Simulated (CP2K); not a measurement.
Runs of CP2K 2026.2 on Ge. It takes space group I4_1/amd (No. 141, tetragonal). The conventional cell has a = 5.149 Å, b = 5.149 Å, c = 2.795 Å, α = 90.00°, β = 90.00°, γ = 90.00°. Ge (site symmetry -4m2) is surrounded by 6 Ge at 2.67 to 2.79 Å. This isn't the form of Ge at room conditions, which is diamond.

```tsv
level	potentials or basis	smearing	EPS_DEFAULT	NGRIDS	basis sets	potentials	points a segment of the path (NPOINTS)	gap on the mesh (eV)	pressure (GPa)
r2SCAN	POTENTIAL_UZH Ge GTH-SCAN-q4; TZVP-MOLOPT-SCAN-GTH basis	fermi-dirac 0.05 eV	1.0E-10	4	Ge TZVP-MOLOPT-SCAN-GTH-q4	Ge GTH-SCAN-q4 of POTENTIAL_UZH	6	none	-2.9
LDA	GTH_POTENTIALS Ge GTH-PADE-q4; TZVP-MOLOPT-PBE-GTH basis	fermi-dirac 0.05 eV	1.0E-9	5	Ge TZVP-MOLOPT-PBE-GTH-q4	Ge GTH-PADE-q4 of GTH_POTENTIALS	6	none	(a)
TB-mBJ	POTENTIAL_UZH Ge GTH-PBE-q4; TZVP-MOLOPT-PBE-GTH basis	fermi-dirac 0.01 eV	1.0E-9	4	Ge TZVP-MOLOPT-PBE-GTH-q4	Ge GTH-PBE-q4 of POTENTIAL_UZH	8	none	-
PBEsol	POTENTIAL_UZH Ge GTH-PBE-q4; TZVP-MOLOPT-PBE-GTH basis	fermi-dirac 0.0259 eV	1.0E-9	5	Ge TZVP-MOLOPT-PBE-GTH-q4	Ge GTH-PBE-q4 of POTENTIAL_UZH	6	none	3.2
```

Alike in all rows: task band structure; no spin polarisation; cell as given; k mesh 11 × 11 × 11.

**Question.** Estimate the missing entries.

**Answer.** (a) -2.7.

Caveats: the basis of atomic orbitals isn't converged, which shifts pressures, moduli and gaps; the potentials were made for another functional, which shifts forces and pressure (some runs); this is a model potential without an energy functional, so only levels have meaning (some runs).

A k mesh can miss the band edges, and the runs leave out spin-orbit coupling on Ge.

A gap of «none» marks a metal or a gap under the smearing width.

Runs at the PBE level aren't shown here.
